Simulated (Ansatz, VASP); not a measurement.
# Al24Mo7S14O36 (MoS2 on Al2O3(0001)) in two plane-wave programs, part 2 of 2

One calculation is typed for both programs; each brings its own data sets. How far apart do they land? The cell is taken from a series of runs on this material, whose earlier steps may have relaxed, scaled, displaced or heated it; both programs get it as it stands.

VASP 6.6.1 and Ansatz 0.2.0.

So far: The structure; VASP: single point, PBE with D3(BJ).

### 3. Ansatz: single point, PBE with D3(BJ)

Level of this step: Ansatz beside VASP: Kohn-Sham DFT, plane waves, PBE with D3(BJ) (Ansatz).

Ansatz runs on its default PAW (the set named soft_2) files.

The same cell, functional, mesh and smearing now go to Ansatz, which takes its cutoff from its data sets.

input.yaml reads:

```yaml
crystal:
  lattice:
    - [8.41349, 0.0, 0.0]
    - [4.20674, 7.2863, 0.0]
    - [0.0, 0.0, 29.33161]
  atoms:
    - { symbol: Al, position: [0.33158, 0.00219, 0.28132] }
    - { symbol: O, position: [0.56273, 0.87199, 0.28375] }
    - { symbol: O, position: [0.5672, 0.56356, 0.28464] }
    - { symbol: O, position: [0.20283, 0.89994, 0.28383] }
    - { symbol: Al, position: [0.33321, 0.66614, 0.31376] }
    - { symbol: Al, position: [0.66582, 0.66746, 0.32368] }
    - { symbol: O, position: [0.43794, 0.46092, 0.35776] }
    - { symbol: O, position: [0.43467, 0.77157, 0.35752] }
    - { symbol: O, position: [0.12736, 0.76861, 0.35776] }
    - { symbol: Al, position: [0.33375, 0.99973, 0.38784] }
    - { symbol: Al, position: [0.33332, 0.6667, 0.4027] }
    - { symbol: O, position: [0.231, 0.20608, 0.43253] }
    - { symbol: O, position: [0.23132, 0.89494, 0.43272] }
    - { symbol: O, position: [0.54069, 0.89687, 0.43227] }
    - { symbol: Al, position: [0.66681, 0.66721, 0.46624] }
    - { symbol: Al, position: [0.33653, 0.00051, 0.47631] }
    - { symbol: O, position: [0.43906, 0.12135, 0.50508] }
    - { symbol: O, position: [0.44054, 0.43928, 0.50508] }
    - { symbol: O, position: [0.45659, 0.77993, 0.50575] }
    - { symbol: Al, position: [0.32891, 0.67385, 0.51237] }
    - { symbol: Al, position: [0.99857, 0.66687, 0.28182] }
    - { symbol: O, position: [0.23058, 0.53814, 0.28451] }
    - { symbol: O, position: [0.23157, 0.23335, 0.28528] }
    - { symbol: O, position: [0.87013, 0.56262, 0.28436] }
    - { symbol: Al, position: [0.99959, 0.33454, 0.31348] }
    - { symbol: Al, position: [0.33378, 0.33432, 0.32403] }
    - { symbol: O, position: [0.10541, 0.12712, 0.35795] }
    - { symbol: O, position: [0.10129, 0.43893, 0.35782] }
    - { symbol: O, position: [0.79422, 0.43498, 0.35773] }
    - { symbol: Al, position: [0.99925, 0.66752, 0.38788] }
    - { symbol: Al, position: [0.00107, 0.33333, 0.40248] }
    - { symbol: O, position: [0.89481, 0.87465, 0.43251] }
    - { symbol: O, position: [0.89656, 0.56353, 0.43236] }
    - { symbol: O, position: [0.20572, 0.56432, 0.43247] }
    - { symbol: Al, position: [0.33362, 0.33386, 0.46624] }
    - { symbol: Al, position: [0.00018, 0.66432, 0.47627] }
    - { symbol: O, position: [0.09487, 0.7897, 0.50555] }
    - { symbol: O, position: [0.11636, 0.0952, 0.50561] }
    - { symbol: O, position: [0.12125, 0.44102, 0.50502] }
    - { symbol: Al, position: [0.99825, 0.3294, 0.51193] }
    - { symbol: Al, position: [0.66958, 0.33175, 0.2821] }
    - { symbol: O, position: [0.90155, 0.20158, 0.28495] }
    - { symbol: O, position: [0.89964, 0.8984, 0.28412] }
    - { symbol: O, position: [0.53862, 0.23102, 0.28433] }
    - { symbol: Al, position: [0.66483, 0.00076, 0.31364] }
    - { symbol: Al, position: [0.00107, 0.9993, 0.32398] }
    - { symbol: O, position: [0.77116, 0.79418, 0.35723] }
    - { symbol: O, position: [0.76834, 0.10507, 0.35775] }
    - { symbol: O, position: [0.46117, 0.1019, 0.35779] }
    - { symbol: Al, position: [0.66754, 0.3339, 0.38796] }
    - { symbol: Al, position: [0.66626, 0.00152, 0.40262] }
    - { symbol: O, position: [0.56324, 0.54091, 0.43237] }
    - { symbol: O, position: [0.56396, 0.23137, 0.43248] }
    - { symbol: O, position: [0.87474, 0.2314, 0.43276] }
    - { symbol: Al, position: [0.0002, 0.00043, 0.46598] }
    - { symbol: Al, position: [0.66393, 0.33664, 0.47638] }
    - { symbol: O, position: [0.76436, 0.45691, 0.50576] }
    - { symbol: O, position: [0.77959, 0.76475, 0.5057] }
    - { symbol: O, position: [0.78931, 0.11636, 0.50559] }
    - { symbol: Al, position: [0.67346, 0.99832, 0.51269] }
    - { symbol: Mo, position: [0.85553, 0.71291, 0.65669] }
    - { symbol: S, position: [0.66586, 0.66576, 0.71015] }
    - { symbol: S, position: [0.66582, 0.66574, 0.60339] }
    - { symbol: Mo, position: [0.42896, 0.85548, 0.65671] }
    - { symbol: S, position: [0.23447, 0.81071, 0.70888] }
    - { symbol: S, position: [0.24292, 0.80402, 0.60281] }
    - { symbol: Mo, position: [0.71295, 0.42886, 0.65671] }
    - { symbol: S, position: [0.52316, 0.38002, 0.71007] }
    - { symbol: S, position: [0.52406, 0.37915, 0.60396] }
    - { symbol: Mo, position: [0.28544, 0.56952, 0.65677] }
    - { symbol: S, position: [0.09411, 0.52324, 0.71006] }
    - { symbol: S, position: [0.09408, 0.52404, 0.60395] }
    - { symbol: Mo, position: [0.56942, 0.14241, 0.65679] }
    - { symbol: S, position: [0.37994, 0.09415, 0.71008] }
    - { symbol: S, position: [0.37911, 0.09407, 0.60395] }
    - { symbol: Mo, position: [0.1423, 0.28545, 0.65679] }
    - { symbol: S, position: [0.95215, 0.23442, 0.7089] }
    - { symbol: S, position: [0.95046, 0.24273, 0.60282] }
    - { symbol: Mo, position: [0.99911, 0.99913, 0.65453] }
    - { symbol: S, position: [0.81072, 0.95212, 0.70887] }
    - { symbol: S, position: [0.80392, 0.95062, 0.6028] }
kpoints:
  mp_grid: { grid: [3, 3, 1] }
hamiltonian:
  xc: pbe
  dispersion: d3bj
scf:
  occupations: { method: fermi_dirac, width: 0.025 }
output:
  forces: true
  populations: true
  dos:
    method: { smearing: { sigma: 0.08 } }
    de: 0.05
    projected:
      site_lists:
        layer_1: [0, 1, 2, 3, 4, 5, 6, 7, 8, 20, 21, 22, 23, 24, 25, 26, 27, 28, 40, 41, 42, 43, 44, 45, 46, 47, 48]
        layer_2: [9, 10, 11, 12, 13, 29, 30, 31, 32, 33, 49, 50, 51, 52, 53]
        layer_3: [14, 15, 16, 17, 18, 19, 34, 35, 36, 37, 38, 39, 54, 55, 56, 57, 58, 59]
        layer_4: [62, 65, 68, 71, 74, 77, 80]
        layer_5: [60, 61, 63, 64, 66, 67, 69, 70, 72, 73, 75, 76, 78, 79]
  eigenvalues: true
  write_density: true
  write_potential: true
  volumetric_format: npy
```

The run is started by

```
$ ansatz run input.yaml --threads 6 --pin off --max-ram 102400MiB --backend cuda --events-out ev --progress --plain --runs-dir out
```

Numbers of over 12 decimals in the logs are rounded to 6 here.

Log:

```text
Engine: ansatz 0.2.0, x86_64-unknown-linux-gnu
Pseudopotentials: kind: paw
Pseudopotential: Al, paw, valence charge 3, recommended cutoff 420 eV (normal), Al.paw.azcp
Pseudopotential: O, paw, valence charge 6, recommended cutoff 420 eV (normal), O.paw.azcp
Pseudopotential: Mo, paw, valence charge 14, recommended cutoff 420 eV (normal), Mo.paw.azcp
Pseudopotential: S, paw, valence charge 6, recommended cutoff 420 eV (normal), S.paw.azcp
Functional definition: PBE
  parameter kappa = 0.804
  parameter beta = 0.066725
  exchange = pbe_x(kappa = kappa, mu = beta*pi^2/3)
  correlation = pbe_c(beta = beta)
device memory: the entry about to start is reckoned to put 26.1 GiB on a device that reports 70.7 GiB free
GPU FFT provider: cuFFT
GPU libraries: cuBLAS 13.8.2, cuFFT 12.4.0, cuSOLVER 12.3.4
Crystal: 81 atoms, lattice volume = 1798.122 Å³
Basis set: ecut = 420 eV, 35097 PW (Γ), exchange–correlation on 120×120×400 points (8 copies of the dense FFT grid, shifted against one another)
Bands: 316, of which v1, the nominal top of the filled ones, is band 235 counted from 1 (234 counted from 0)
Symmetry: 1 space group operations
Space group: P1 (ITA 1), of the structure as read, at distance tolerance 1.2e-4 Å
k-points: 5 of 9 (time reversal used)
Non-local potential: Al, projectors of the file, l = 0: 2, l = 1: 2, l = 2: 1
Non-local potential: O, projectors of the file, l = 0: 2, l = 1: 2, l = 2: 1
Non-local potential: Mo, projectors of the file, l = 0: 3, l = 1: 2, l = 2: 2, l = 3: 1
Non-local potential: S, projectors of the file, l = 0: 2, l = 1: 2, l = 2: 2
PAW form: soft (Blöchl's): semilocal exchange-correlation on the pseudo side does not see the compensation charge
PAW one-centre angular grid: Al, 110 points (default); XC on 64 Gauss nodes
PAW one-centre angular grid: O, 110 points (default); XC on 64 Gauss nodes
PAW one-centre angular grid: Mo, 590 points (default); XC on 64 Gauss nodes
PAW one-centre angular grid: S, 110 points (default); XC on 64 Gauss nodes
Initial density: superposition of atomic densities (neutral atoms: chi_scale 0, normalization atom), corrected by the library's trained network
Initial wavefunctions: pseudopotential atomic-orbital guess
GPU buffer pool allocated for 720000 grid points (all kernels)
GPU transforms: local potential and band sums: pruned to the plane-wave sphere, on 60×60×200
Functional: x = pbe(κ = 0.804, μ = 0.219515), c = pbe(β = 0.066725)
SCF iter   1: F=—  HF=-80764.962810 eV  |F-HF|=—  |Δ(HF+E_count)|=         —  Δρ=3.28e-3  dr2=6.18e-1  ethr=1.77e-3  ⟨swp⟩=8.8  Hψ=8813  notcnv=0  defer=187
preconditioner: auto → Resta (q_TF=auto, 2.182 Å⁻¹)  ε∞=3.1  [insulator: Δε(μ)=1.522 eV  Ē_g=12.348 eV  σ=0.025 eV  W_gap=1.00  n_scr=302 (ndim 8)  ℏωp=17.8 eV  f_vac=0.469  D(μ)=0.00/eV (n_scr^D=0)  ε∞_Penn≈3.1  vacuum switching on, ρ_ref=1.1e-2 e/Å³]
SCF iter   2: F=—  HF=-80764.923077 eV  |F-HF|=—  |Δ(HF+E_count)|=   3.97e-2  Δρ=2.19e-3  dr2=3.68e-1  ethr=1.31e-4  ⟨swp⟩=3.0  Hψ=2058  notcnv=0  defer=374
SCF iter   3: F=—  HF=-80764.896853 eV  |F-HF|=—  |Δ(HF+E_count)|=   2.62e-2  Δρ=1.61e-3  dr2=1.30e-1  ethr=7.84e-5  ⟨swp⟩=3.8  Hψ=1983  notcnv=0  defer=374
SCF iter   4: F=—  HF=-80764.893099 eV  |F-HF|=—  |Δ(HF+E_count)|=   3.75e-3  Δρ=1.00e-3  dr2=5.42e-2  ethr=2.76e-5  ⟨swp⟩=2.6  Hψ=1983  notcnv=0  defer=359
SCF iter   5: F=—  HF=-80764.889171 eV  |F-HF|=—  |Δ(HF+E_count)|=   3.93e-3  Δρ=3.96e-4  dr2=2.76e-3  ethr=1.15e-5  ⟨swp⟩=2.0  Hψ=2035  notcnv=0  defer=359
SCF iter   6: F=—  HF=-80764.888745 eV  |F-HF|=—  |Δ(HF+E_count)|=   4.26e-4  Δρ=1.65e-4  dr2=7.26e-4  ethr=5.88e-7  ⟨swp⟩=2.6  Hψ=2120  notcnv=0  defer=359
SCF iter   7: F=—  HF=-80764.889337 eV  |F-HF|=—  |Δ(HF+E_count)|=   5.92e-4  Δρ=6.48e-5  dr2=1.40e-4  ethr=1.54e-7  ⟨swp⟩=2.0  Hψ=1970  notcnv=0  defer=359
SCF iter   8: F=—  HF=-80764.888776 eV  |F-HF|=—  |Δ(HF+E_count)|=   5.62e-4  Δρ=2.82e-5  dr2=1.14e-5  ethr=2.99e-8  ⟨swp⟩=3.0  Hψ=2103  notcnv=0  defer=359
SCF iter   9: F=—  HF=-80764.889225 eV  |F-HF|=—  |Δ(HF+E_count)|=   4.50e-4  Δρ=2.10e-5  dr2=1.87e-5  ethr=2.42e-9  ⟨swp⟩=2.0  Hψ=2615  notcnv=0  defer=359
SCF iter  10: F=—  HF=-80764.889225 eV  |F-HF|=—  |Δ(HF+E_count)|=   5.11e-7  Δρ=1.09e-5  dr2=3.32e-6  ethr=2.42e-9  ⟨swp⟩=2.0  Hψ=1977  notcnv=0  defer=359
SCF iter  11: F=—  HF=-80764.889226 eV  |F-HF|=—  |Δ(HF+E_count)|=   7.16e-7  Δρ=3.41e-6  dr2=3.04e-7  ethr=7.06e-10  ⟨swp⟩=2.0  Hψ=1976  notcnv=0  defer=359
SCF iter  12: F=—  HF=-80764.889226 eV  |F-HF|=—  |Δ(HF+E_count)|=   1.16e-7  Δρ=1.75e-6  dr2=1.64e-7  ethr=2.13e-11  ⟨swp⟩=33.6  Hψ=17823  notcnv=0
SCF iter  13: F=-80764.889226 eV  HF=-80764.889226 eV  |F-HF|=9.42e-9  |Δ(HF+E_count)|=  7.28e-10  Δρ=6.76e-7  dr2=1.62e-8  ethr=2.13e-11  ⟨swp⟩=10.0  Hψ=10696  notcnv=0
SCF 1 converged in 13 iterations: F = -80764.889226 eV  dr2 = 1.62e-8
[...]
k-point 2: bands = [... 231 lower, 1.0521, 1.0604, 1.0821, 1.2475, 3.1174, 3.1509, 3.2038, 3.2626, ... 77 higher]
  k-point 4: bands = [... 231 lower, 1.0641, 1.0762, 1.0941, 1.1250, 2.7882, 3.2362, 3.2616, 3.3528, ... 77 higher]
--- Löwdin populations: 81 sites ---
  site symbol       q [e]
     0     Al      1.5385
     1      O      6.8325
     2      O      6.8327
     3      O      6.8313
     4     Al      1.7286
     5     Al      1.7118
     6      O      6.7858
     7      O      6.7861
     8      O      6.7858
     9     Al      1.7475
    10     Al      1.7440
    11      O      6.7860
    12      O      6.7862
    13      O      6.7863
    14     Al      1.7233
    15     Al      1.7400
    16      O      6.8292
    17      O      6.8293
    18      O      6.8326
    19     Al      1.7014
    20     Al      1.5423
    21      O      6.8332
    22      O      6.8360
    23      O      6.8331
[...]
73      S      6.0632
    74      S      5.9913
    75     Mo     13.6722
    76      S      6.0545
    77      S      6.0022
    78     Mo     13.6728
    79      S      6.0548
    80      S      6.0031
  spilling = 0.008227 (of n_electrons = 470.000000)
```

In the SCF lines HF is the Harris–Foulkes energy and dr2 the Hartree energy of the density residual, in eV; the loop may stop once dr2 is under the threshold and the program's other checks hold. Hψ counts applications of the Hamiltonian.

### 4. Comparison

Known differences besides the potentials themselves: the cutoff is 420 eV in Ansatz and 520 eV in VASP (PREC = Accurate, projectors in real space). Total energies have different zeros and are not compared.

Compared:

| quantity | Ansatz | VASP | difference |
| --- | --- | --- | --- |
| gap on the k mesh (eV) | 1.409 | 1.426 | -0.017 |

Forces on 8 of the 81 atoms, those with the largest forces and the largest differences (eV/Å; atoms numbered as in POSCAR):

| atom | Ansatz x, y, z | VASP x, y, z |
| --- | --- | --- |
| O25 | 1.401, 0.711, 0.416 | 1.434, 0.698, 0.436 |
| O26 | -1.589, 0.614, 0.225 | -1.597, 0.642, 0.248 |
| O27 | 0.134, -1.754, 0.436 | 0.109, -1.775, 0.460 |
| O37 | 1.228, 0.808, 0.280 | 1.257, 0.796, 0.303 |
| O38 | -1.390, 0.508, 0.041 | -1.399, 0.537, 0.063 |
| O49 | 1.031, 1.136, 0.083 | 1.060, 1.129, 0.105 |
| O50 | -1.619, 0.586, 0.353 | -1.626, 0.615, 0.377 |
| O51 | 0.051, -1.355, 0.300 | 0.025, -1.372, 0.323 |

The forces differ by 12 meV/Å r.m.s., which is 3.7 % of the r.m.s. force of 0.320 eV/Å (both taken over all components). A gap on the mesh is an upper bound, since the band edges may lie between its points. With vacuum in the cell, a pressure given here is an average over mostly empty space and none of the material.

### 5. Outcome

| Property | Result |
| --- | --- |
| r.m.s. force difference (single point, PBE with D3(BJ)) | 3.7 % of the r.m.s. force |

The r.m.s. force difference is 3.7 % of the r.m.s. force (single point, PBE with D3(BJ)), beyond the 3 % picked in this series as the mark of a large difference. Such differences can come from data sets, numerical settings and the points named under the comparisons, not from the functional's error against experiment.

[Lines on the potential files, build, host, timing and source positions are cut from VASP's logs without a mark.]

[Logs are printed without paths, hosts, clocks, repeated set-up lines and the standing remarks that a program may print on its own settings, such as how far it seeks lower states.]

[Hosts, paths, dates, database ids (printed as entryN), source tags and the programs' standing remarks are cut or masked in the printed files.]
